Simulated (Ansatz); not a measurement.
Wurtzite InN was calculated with PBE0 in Ansatz (plane waves, PAW).

Numerical settings: plane-wave cutoff 460 eV, 9×9×6 k mesh (along the axes of the cell as run), Fermi–Dirac smearing 0.01 eV, scalar-relativistic PAW data made under PBE.

Cell (measured lattice):

```
InN
1.0
    1.76850    -3.06313     0.00000
    1.76850     3.06313     0.00000
    0.00000     0.00000     5.70300
In N
2 2
Direct
  0.66667   0.33333   0.49986
  0.33333   0.66667   0.99986
  0.66667   0.33333   0.87914
  0.33333   0.66667   0.37914
```

Predict the band gap.


- band gap = 1.28 eV (on the SCF k mesh)

Measured, for comparison: band gap 0.77 eV (zero-point shift of 0.07 eV (the table's estimate, ZP (est)) added back here, E0, Γ; inputs from arXiv:2302.06325).

Note: cell and atoms aren't relaxed at this level.

Spin–orbit coupling is not included.

The result took roughly 7 core-minutes.

Ansatz is a first-principles code.
